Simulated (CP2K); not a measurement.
Runs of CP2K 2026.2 on Br. Symmetry: Cmce, No. 64, orthorhombic system. The conventional cell has a = 6.726 Å, b = 4.645 Å, c = 8.702 Å, α = 90.00°, β = 90.00°, γ = 90.00°. Br (site symmetry m) is surrounded by 1 Br at 2.29 Å. 

| level | potentials or basis | smearing | EPS_DEFAULT | NGRIDS | basis sets | potentials | points a segment of the path (NPOINTS) | gap on the mesh (eV) | pressure (GPa) | largest force (eV/Å) |
| --- | --- | --- | --- | --- | --- | --- | --- | --- | --- | --- |
| TB-mBJ | POTENTIAL_UZH Br GTH-PBE-q7; TZVP-MOLOPT-PBE-GTH basis | fermi-dirac 0.05 eV | 1.0E-9 | 5 | Br TZVP-MOLOPT-PBE-GTH-q7 | Br GTH-PBE-q7 of POTENTIAL_UZH | 6 | (c) | - | - |
| LDA | GTH_POTENTIALS Br GTH-PADE-q7; TZVP-MOLOPT-PBE-GTH basis | fermi-dirac 0.0259 eV | 1.0E-9 | 4 | Br TZVP-MOLOPT-PBE-GTH-q7 | Br GTH-PADE-q7 of GTH_POTENTIALS | 6 | 1.65 | (b) | 0.93 |
| PBEsol | POTENTIAL_UZH Br GTH-PBE-q7; TZVP-MOLOPT-PBE-GTH basis | fermi-dirac 0.1 eV | 1.0E-10 | 4 | Br TZVP-MOLOPT-PBE-GTH-q7 | Br GTH-PBE-q7 of POTENTIAL_UZH | 10 | 1.71 | 0.8 | 1.14 |
| r2SCAN | POTENTIAL_UZH Br GTH-SCAN-q7; TZVP-MOLOPT-SCAN-GTH basis | fermi-dirac 0.01 eV | 1.0E-9 | 5 | Br TZVP-MOLOPT-SCAN-GTH-q7 | Br GTH-SCAN-q7 of POTENTIAL_UZH | 10 | (a) | 0.8 | 0.76 |

Alike in all rows: task band structure; no spin polarisation; cell as given; k mesh 7 × 7 × 3.

Fill in the values left out.

(a) 2.05; (b) -0.7; (c) 2.27.

Caveats: the basis of atomic orbitals isn't converged, which shifts pressures, moduli and gaps; the potentials were made for another functional, which shifts forces and pressure (some runs); this is a model potential without an energy functional, so only levels have meaning (some runs).

A k mesh can miss the band edges, and the runs leave out spin-orbit coupling on Br.

Runs at the PBE level aren't shown here.
